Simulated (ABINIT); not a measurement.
Runs of ABINIT 10.8.3 (patched build) on SnSe2. The structure is trigonal, space group P-3m1 (No. 164). The conventional cell has a = 3.811 Å, b = 3.811 Å, c = 6.136 Å, α = 90.00°, β = 90.00°, γ = 120.00°. Sn (site symmetry -3m) has 6 Se at 2.68 Å as nearest neighbours. Se (site symmetry 3m) has 3 Sn at 2.68 Å as nearest neighbours. 

```tsv
task	level	potentials or basis	k mesh	gap on the mesh (eV)	largest force (eV/Å)
single point	PBEsol	JTH PAW PBE v2.0	10 × 10 × 6	0.66	0.61
band structure	LDA	JTH PAW LDA v2.0	8 × 8 × 5	0.67	0.48
band structure	LDA	JTH PAW LDA v2.0 sp	8 × 8 × 5	(c)	0.53
band structure	PW91	JTH PAW PBE v2.0 sp	8 × 8 × 5	0.75	(b)
band structure	RPBE	JTH PAW PBE v2.0	8 × 8 × 5	(a)	0.83
```

Alike in all rows: no spin polarisation; cell as given; cutoff (eV) 408; smearing fermi-dirac 0.05 eV.

**Question.** Estimate the missing entries.

**Answer.** (a) 0.88; (b) 0.84; (c) 0.64.

Caveats: spin-orbit coupling is left out, which moves the levels of the heavy elements; the PAW data sets were made with another functional, which shifts forces and pressure a little (some runs); an odd mesh through Γ misses points on the zone boundary, where band edges often lie (some runs); this set keeps more shells in the core, which shifts pressures and gaps (some runs).

A k mesh can miss the band edges, and the runs leave out spin-orbit coupling on Se, Sn.

The runs don't all hold the same shells in valence.

Runs at the PBE level aren't shown here.
